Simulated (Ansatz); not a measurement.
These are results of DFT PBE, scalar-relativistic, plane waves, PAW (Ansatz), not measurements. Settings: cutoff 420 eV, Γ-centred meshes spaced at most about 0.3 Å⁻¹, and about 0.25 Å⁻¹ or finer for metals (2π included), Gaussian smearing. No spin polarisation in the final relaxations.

These are static total energies at zero pressure.

Two relaxed structures of AlGa2N2:

A.

Space group I4/mmm (No. 139). a = 4.142 Å, b = 4.142 Å, c = 9.296 Å, α = 90.00°, β = 90.00°, γ = 90.00°
```csv
atom,site,symmetry,x,y,z
Al,2b,4/mmm,0.5000,0.5000,0.0000
Ga,4d,-4m2,0.0000,0.5000,0.2500
N,4e,4mm,0.0000,0.0000,0.3022
```

B.

Space group I4/mmm (No. 139). a = 3.913 Å, b = 3.913 Å, c = 8.336 Å, α = 90.00°, β = 90.00°, γ = 90.00°
```
atom  site  symmetry       x       y       z
  Al    2a     4/mmm  0.0000  0.0000  0.0000
  Ga    4e       4mm  0.0000  0.0000  0.3421
   N    4d      -4m2  0.0000  0.5000  0.2500
```

Question: Which would you expect to be lower, and how large is the difference?

Answer: A is lower, by 224 meV/atom. A has space group I4/mmm (No. 139), 15.9 Å³/atom and no gap on its mesh; B has space group I4/mmm (No. 139), 12.8 Å³/atom and no gap. Counting N atoms around Al and Ga (those within 1.25 times the shortest such distance or 1.15 times the sum of covalent radii, 1.27 where that leaves under three; the shortest distance is added where it exceeds 1.18 times the sum of covalent radii), A has Al 2, Ga 4 and B has Al 8 from 2.9 Å, Ga 4. The lower one is the more open, so pressure narrows the difference. Even the lower one lies +0.35 eV/atom against the reference forms of the elements (uncorrected), so neither is stable at this level. Both come from invented guesses. A third cell relaxed alike, in R-3m, lies 0.33 eV/atom below the lower of the two.

In I4/mmm at 15.9 Å³/atom, I4/mmm at 12.8 Å³/atom an odd number of electrons in the primitive cell allows no gap without spin; a larger cell or a magnetic state could open one. Cells relaxed within their symmetry can be saddle points.

The preference for A most likely comes from aluminium. In A, each Al sits between two N atoms at short distances, giving strong, polar Al–N bonds despite the low coordination. In B, the eight N neighbours starting at 2.9 Å are too distant for normal bonding, so Al acts largely as a spacer among Ga and N. Gallium has four N neighbours in both cells, all at stretched distances, so it offers no comparable reason for the 224 meV/atom difference. Ga–Ga contacts between the layers of B probably recover only part of the loss.

Neither arrangement gives Al the tetrahedral nitrogen environment it has in wurtzite AlN, which helps explain why even A is unfavourable. With Al and N in their usual oxidation states, Ga is left formally reduced, and the surplus electrons should occupy Ga-derived or metal–metal states. The R-3m cell shows that A is not the ground state of this composition, and it brings the energy only roughly level with the elements. A mixture of AlN, GaN and metallic Ga would be a much stricter test of stability.
